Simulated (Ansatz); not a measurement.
Input and command of a plane-wave DFT calculation in Ansatz:

```yaml
crystal:
  lattice:
    - [2.7396316941, -2.7396240793, 0.0]
    - [2.7396316941, 2.7396240793, 0.0]
    - [0.0, 0.0, 9.6130310678]
  atoms:
    - { symbol: Sn, position: [-0.0001094899, 0.0001094899, 0.0002320635] }
    - { symbol: Sn, position: [0.0001094899, -0.0001094899, 0.5002320635] }
    - { symbol: Sn, position: [0.5001267851, 0.4998732149, 0.256772214] }
    - { symbol: Sn, position: [0.4998732149, 0.5001267851, 0.756772214] }
    - { symbol: O, position: [1.0001760648, 0.4998148992, 0.3784978612] }
    - { symbol: O, position: [-0.0001760648, 0.5001851008, 0.8784978612] }
    - { symbol: O, position: [0.5001851008, -0.0001760648, 0.3784978612] }
    - { symbol: O, position: [0.4998148992, 1.0001760648, 0.8784978612] }
basis:
  ecutwfc: 420
kpoints:
  mp_grid: { grid: [10, 10, 4] }
hamiltonian:
  xc: pbe
  dispersion: d3bj
scf:
  occupations: { method: gaussian, width: 0.1 }
output:
  forces: true
  stress: true
  eigenvalues: true
  write_density: true
  write_potential: true
  elf: true
  volumetric_format: npy
relax:
  adjacent_minimum: "off"
  f_tol: 0.008
  max_steps: 40
```

```bash
ansatz run input.yaml --threads 2 --pin off --max-ram 5120MiB --backend cpu --events-out ev --progress --plain --runs-dir out
```

Processor: Intel(R) Xeon(R) Processor @ 2.70GHz, 2 threads, on a host shared with other jobs.

Task: How long does it run, and how much memory does it take?

Result: About 2.9 min on 2 threads of Intel(R) Xeon(R) Processor @ 2.70GHz, on a shared host, peak memory 0.74 GiB. It solves 48 bands at 93 k points (the mesh reduced by the symmetry that the task leaves, which can be less than the crystal's) with about 2857 plane waves, in 33 SCF iterations over 6 ionic steps.
